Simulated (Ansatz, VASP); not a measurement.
**One calculation of Be, two programs**

```
CELL_PARAMETERS angstrom
-1.11656 1.11656 1.57803
1.11656 -1.11656 1.57803
1.11656 1.11656 -1.57803
ATOMIC_POSITIONS crystal
Be 0.50000 0.50000 0.00000
```

Alike in both runs: functional PBE; k mesh 34 × 34 × 34; occupations gaussian, width 0.1 eV; no spin polarisation.

Ansatz relaxed the structure, and its values are those at the end. VASP's run is a single point on that final structure, the one shown.

```csv
,VASP,Ansatz
version,VASP 6.6.1,Ansatz 0.2.0
potentials or method,"VASP PAW PBE potentials, release 64 (Be)","scalar-relativistic, plane waves, PAW"
plane-wave cutoff (eV),520,420
valence electrons in the cell,2,2
```

Ansatz gave:

| Property | Result |
| --- | --- |
| gap on the k mesh at the Fermi level (eV) | none |
| pressure (GPa) | 0.0 |

What did VASP give for the same quantities?

gap on the k mesh at the Fermi level (eV): none; pressure (GPa): 0.1.

A gap of «none» marks a metal or a gap that the smearing closes.
